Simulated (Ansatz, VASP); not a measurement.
# C: VASP beside Ansatz

```
CELL_PARAMETERS angstrom
3.69000 2.13042 0.00000
-3.69000 2.13042 0.00000
0.00000 0.00000 21.35000
ATOMIC_POSITIONS crystal
C 0.00000 0.00000 0.57845
C 0.33333 0.33333 0.57845
C 0.00000 0.00000 0.42155
C 0.33333 0.00000 0.42155
C 0.33333 0.66667 0.57845
C 0.66667 0.00000 0.57845
C 0.33333 0.66667 0.42155
C 0.66667 0.66667 0.42155
C 0.66667 0.33333 0.57845
C 0.00000 0.66667 0.57845
C 0.66667 0.33333 0.42155
C 0.00000 0.33333 0.42155
```

Alike in both runs: task single point; functional r2SCAN; dispersion rVV10; k mesh 6 × 6 × 1; occupations gaussian, width 0.05 eV; no spin polarisation.

|  | VASP | Ansatz |
| --- | --- | --- |
| version | VASP 6.6.1 | Ansatz 0.2.0 |
| potentials or method | VASP PAW PBE potentials, release 64 (C) | scalar-relativistic, plane waves, PAW |
| plane-wave cutoff (eV) | 520 | 500 |
| valence electrons in the cell | 48 | 48 |

```tsv
	VASP	Ansatz	Ansatz less VASP
rms of the force components (eV/Å)	0.008	0.008	-0.0001
```

Atom by atom the forces differ by 0.000 eV/Å (rms over components).

Caveats: the PAW data sets were made with another functional, which shifts forces and pressure a little (VASP).
